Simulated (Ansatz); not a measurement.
Wurtzite GaN at its r2SCAN geometry, run in the plane-wave code Ansatz at 2 levels of theory. No spin polarisation and no zero-point or thermal motion.

The LDA input:
```yaml
crystal:
  lattice:
    - [3.1831494038, 0.0, 0.0]
    - [-1.5915747019, 2.7566882477, 0.0]
    - [0.0, 0.0, 5.1836255107]
  atoms:
    - { symbol: Ga, position: [0.3333333333, 0.6666666667, -0.0008868064] }
    - { symbol: Ga, position: [0.6666666667, 0.3333333333, 0.4991131936] }
    - { symbol: "N", position: [0.3333333333, 0.6666666667, 0.3758868064] }
    - { symbol: "N", position: [0.6666666667, 0.3333333333, 0.8758868064] }
kpoints:
  mp_grid: { grid: [12, 12, 6] }
  band_path:
    path:
      - [0.0, 0.0, 0.0]
      - [0.5, 0.0, 0.0]
      - [0.3333333333, 0.3333333333, 0.0]
      - [0.0, 0.0, 0.5]
      - [0.5, 0.0, 0.5]
      - [0.3333333333, 0.3333333333, 0.5]
    npoints: 1
hamiltonian:
  xc: lda
scf:
  occupations: { method: fixed }
  n_extra_bands: 5
output:
  forces: true
  stress: true
  eigenvalues: true
```

Main results, then, where recorded, the levels near the gap in eV from the Fermi energy (columns number the bands from 0), one row a point of the path (Γ, M, K, A, L, H):
```
Crystal: 4 atoms, lattice volume = 45.486 Å³
Symmetry: 12 space group operations
Space group: P63mc (ITA 186)
```
```
Basis set: ecut = 420 eV, 893 PW (Γ)
k-points: 76 of 864 (time reversal used)
SCF converged after 6 iterations
Free energy (F): -8164.167034 eV
Fermi energy:    9.391836 eV
--- Forces (eV/Å), atoms counted from 1 ---
  atom   1  Ga      0.00000      0.00000      0.00540
  atom   2  Ga      0.00000      0.00000      0.00540
  atom   3  N       0.00000      0.00000    -0.00540
  atom   4  N       0.00000      0.00000    -0.00540
--- Stress (GPa, compression-positive) ---
       -5.524657       0.000000       0.000000
        0.000000      -5.524657       0.000000
        0.000000       0.000000      -5.254318
  P = ⅓ Tr σ = -5.4345 GPa (-54.345 kbar)
```
```tsv
band_14	band_15	band_16	band_17	band_18	band_19	band_20
-1.049	-0.041	0.000	0.000	1.942	4.174	9.064
-4.267	-2.783	-2.247	-1.014	4.919	5.500	5.927
-5.367	-3.025	-3.025	-2.768	5.017	7.698	7.698
-0.538	-0.538	-0.538	-0.538	4.211	4.211	8.325
-1.973	-1.973	-1.917	-1.917	4.305	4.305	7.628
-4.265	-4.265	-1.497	-1.497	6.321	6.321	7.195
```

With LDA the gap is 1.94 eV and direct, at Γ.

PBE0. Against the first input these blocks differ (the band path and keys that only write files left aside):
```yaml
kpoints:
  mp_grid: { grid: [6, 6, 4] }
hamiltonian:
  xc: pbe0
```

```
Basis set: ecut = 420 eV, 893 PW (Γ)
k-points: 21 of 144 (time reversal used)
hybrid outer 1: dexx = +2.271e-2 eV, tail = 6.50e-5 eV
hybrid outer 2: dexx = +9.925e-7 eV, tail = 3.53e-8 eV, Δε = 2.74e-3 eV, ΔF = 2.09e-4 eV/Å
hybrid SCF converged: 2 outer / 11 inner (+2 warm-up)
Free energy (F): -8337.029841 eV
Fermi energy:    8.556342 eV
--- Forces (eV/Å), atoms counted from 1 ---
  atom   1  Ga      0.00000      0.00000    -0.01343
  atom   2  Ga      0.00000      0.00000    -0.01343
  atom   3  N       0.00000      0.00000      0.01341
  atom   4  N       0.00000      0.00000      0.01341
--- Stress (GPa, compression-positive) ---
       -0.086079       0.000000       0.000000
        0.000000      -0.086079       0.000000
        0.000000       0.000000      -0.463584
  P = ⅓ Tr σ = -0.2119 GPa (-2.119 kbar)
```
```tsv
band_14	band_15	band_16	band_17	band_18	band_19	band_20
-1.133	-0.027	0.000	0.000	3.891	6.442	11.743
-4.555	-2.984	-2.378	-1.091	7.099	7.739	8.182
-5.725	-3.241	-3.241	-2.988	7.056	10.409	10.409
-0.584	-0.584	-0.584	-0.584	6.418	6.418	10.849
-2.118	-2.118	-2.051	-2.051	6.416	6.416	10.108
-4.570	-4.570	-1.596	-1.596	8.647	8.647	9.472
```

The PBE0 gap is direct at Γ: 3.89 eV. The mean stress, -0.2 GPa, is small, and the program warns that its thresholds are loose for a hybrid's stress.

The hybrids run on coarser meshes, which limits their stresses and small splittings of levels.

Totals of different functionals can't be compared.

The meshes of the hybrids are coarse, so their gaps aren't converged to the digits shown.
